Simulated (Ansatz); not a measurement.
# Cost of a DFT run on ZnS

```yaml
crystal:
  lattice:
    - [1.9296077476, 1.1140595525, 22.0450673331]
    - [-1.9296077476, 1.1140595525, 22.0450673331]
    - [0.0, -2.228119105, 22.0450673331]
  atoms:
    - { symbol: Zn, position: [1.8e-05, 1.8e-05, 1.8e-05] }
    - { symbol: Zn, position: [0.714283, 0.714283, 0.714283] }
    - { symbol: Zn, position: [0.428565, 0.428565, 0.428565] }
    - { symbol: Zn, position: [0.809534, 0.809534, 0.809534] }
    - { symbol: Zn, position: [0.523827, 0.523827, 0.523827] }
    - { symbol: Zn, position: [0.904778, 0.904778, 0.904778] }
    - { symbol: Zn, position: [0.285719, 0.285719, 0.285719] }
    - { symbol: S, position: [0.035704, 0.035704, 0.035704] }
    - { symbol: S, position: [0.749962, 0.749962, 0.749962] }
    - { symbol: S, position: [0.464277, 0.464277, 0.464277] }
    - { symbol: S, position: [0.845231, 0.845231, 0.845231] }
    - { symbol: S, position: [0.559545, 0.559545, 0.559545] }
    - { symbol: S, position: [0.940443, 0.940443, 0.940443] }
    - { symbol: S, position: [0.321447, 0.321447, 0.321447] }
kpoints:
  mp_grid: { grid: [8, 8, 8] }
scf:
  occupations: { method: fermi_dirac, width: 0.02 }
hamiltonian:
  xc: r2scan
  pseudopotentials: { kind: paw, frozen_core: stored }
output:
  forces: true
  stress: true
  populations: true
  efg: { quadrupole_moments_barn: { Zn: 0.122, S: -0.0694 } }
```

```sh
ansatz run input.yaml --threads 1 --pin off --max-ram 3072MiB --backend cpu --events-out ev --progress --plain --runs-dir out
```

It runs on 1 thread of Intel Xeon 6975P-C (Granite Rapids) (x86_64; 16 cores open to the job, memory cap 3.0 GiB, no GPU), a shared host with a load of 0.8 a core.

Q: Estimate the wall time and the peak memory.

A: About 2.7 min of wall time (2.7 min of CPU time) and 1.7 GiB. The run holds 126 valence electrons in 77 bands, about 7149 plane waves a k-point and 65 irreducible k-points, and took 9 SCF iterations. Times on a shared host vary by tens of per cent.
